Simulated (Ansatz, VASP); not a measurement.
# Two plane-wave programs on Be

Contents of INCAR:

```
ALGO = Normal
EDIFF = 1E-6
ENCUT = 520
GGA = PS
ISIF = 2
ISMEAR = 0
LASPH = True
LCHARG = True
LELF = True
LREAL = False
LVHAR = True
LWAVE = False
NBANDS = 9
NELM = 60
PREC = Accurate
SIGMA = 0.15
```

Contents of KPOINTS:

```
k-points
0
Gamma
  24 24 14
```

The input POSCAR:

```
Be
1.0
    2.3569895345      0.0000000000      0.0000000000
   -1.1784947673      2.0412128133      0.0000000000
    0.0000000000      0.0000000000      3.7809450000
Be
2
Direct
    0.3333333333      0.6666666667      0.2500000000
    0.6666666667      0.3333333333      0.7500000000
```

Input for Ansatz:

```yaml
crystal:
  lattice:
    - [2.3569895345, 0.0, 0.0]
    - [-1.1784947673, 2.0412128133, 0.0]
    - [0.0, 0.0, 3.780945]
  atoms:
    - { symbol: Be, position: [0.3333333333, 0.6666666667, 0.25] }
    - { symbol: Be, position: [0.6666666667, 0.3333333333, 0.75] }
basis:
  ecutwfc: 420
kpoints:
  mp_grid: { grid: [24, 24, 14] }
hamiltonian:
  xc: pbesol
scf:
  occupations: { method: gaussian, width: 0.15 }
output:
  forces: true
  stress: true
  eigenvalues: true
```

Change from the starting cell: strain +0.025 along x and y, +0.050 along z, atoms carried along.

Alike in both runs: task single point; functional PBEsol; k mesh 24 × 24 × 14; occupations gaussian, width 0.15 eV; no spin polarisation.

```csv
,VASP,Ansatz
version,VASP 6.6.1,Ansatz 0.2.0
potentials or method,"VASP PAW PBE potentials, release 64 (Be)","scalar-relativistic, plane waves, PAW"
plane-wave cutoff (eV),520,420
valence electrons in the cell,4,4
```

```csv
,VASP,Ansatz,Ansatz less VASP
gap on the k mesh at the Fermi level (eV),none,none,-
pressure (GPa),-14.3,-14.6,-0.24
largest component of the traceless stress (GPa),4.54,4.57,+0.025
```

A gap of «none» marks a metal or a gap that the smearing closes. The functional is the same, so the differences come from potentials, cutoffs and numerics.

Caveats: the PAW data sets were made with another functional, which shifts forces and pressure a little (VASP).
